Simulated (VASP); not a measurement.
Here is a VASP 6.6.1 calculation.

The input run.py:

```python
from ase.calculators.vasp import Vasp
from ase.dft.bandgap import bandgap
from ase.spacegroup import crystal

atoms = crystal(
    ['Hf', 'N'],
    basis=[[0.0, 0.0, 0.0], [0.5, 0.0, 0.0]],
    spacegroup=225,
    setting=1,
    cellpar=[4.62924688, 4.62924688, 4.62924688, 90.0, 90.0, 90.0],
    primitive_cell=True,
)
calc = Vasp(
    directory='calc',
    xc='blyp',
    pp='PBE',
    setups={'base': 'minimal', 'Hf': '_pv', 'N': '_h'},
    prec='Accurate',
    encut=900,
    ediff=1e-07,
    ismear=-1,
    sigma=0.05,
    lreal=False,
    lasph=True,
    nelm=60,
    algo='Normal',
    isif=2,
    lwave=False,
    lcharg=True,
    lmaxmix=4,
    kpts=[10, 10, 10],
    gamma=True,
)
atoms.calc = calc

print('energy (eV):', atoms.get_potential_energy())
print('free energy (eV):', atoms.get_potential_energy(force_consistent=True))
efermi = calc.get_fermi_level()
print('Fermi level (eV):', efermi)
path = atoms.cell.bandpath(npoints=40, eps=1e-4)
print('path:', path.path)
calc.set(kpts=path.kpts, reciprocal=True, icharg=11, isym=0, lcharg=False)
calc.calculate(atoms)
print('gap on the path (eV):', bandgap(calc, efermi=efermi)[0])
print('direct gap on the path (eV):', bandgap(calc, efermi=efermi, direct=True)[0])
```

Potentials or basis: VASP PAW PBE potentials, release 64 (Hf_pv, N_h).

Command:

```sh
$ python run.py
```

Predict the band gap along the path.

none (metal or under the smearing width).

Levels at the corners of the path, in eV from the Fermi level:
```tsv
point	band 3	band 4	band 5	band 6	band 7	band 8	band 9	band 10	band 11
Γ	-31.46	-17.03	-3.01	-3.01	-3.01	-0.37	-0.37	-0.37	1.36
X	-31.70	-16.03	-5.31	-3.67	-3.67	-3.42	3.57	4.73	4.75
W	-31.72	-15.53	-5.90	-5.29	-5.29	0.98	0.98	4.72	4.76
K	-31.64	-15.57	-6.06	-5.38	-4.80	-0.79	3.42	3.86	5.17
Γ	-31.46	-17.03	-3.01	-3.01	-3.01	-0.37	-0.37	-0.37	1.36
L	-31.53	-14.74	-8.38	-5.88	-5.88	2.85	3.18	3.18	4.42
U	-31.64	-15.57	-6.06	-5.38	-4.80	-0.79	3.42	3.86	5.17
W	-31.72	-15.53	-5.90	-5.29	-5.29	0.98	0.98	4.72	4.76
L	-31.53	-14.74	-8.38	-5.88	-5.88	2.85	3.18	3.18	4.42
K	-31.64	-15.57	-6.06	-5.38	-4.80	-0.79	3.42	3.86	5.17
U	-31.64	-15.57	-6.06	-5.38	-4.80	-0.79	3.42	3.86	5.17
X	-31.70	-16.03	-5.31	-3.67	-3.67	-3.42	3.57	4.74	4.75
```

Caveat: the log is that of the step along the path at fixed density, whose energy, stress, charges and moments have no meaning; spin-orbit coupling is left out, which moves the levels of the heavy elements.
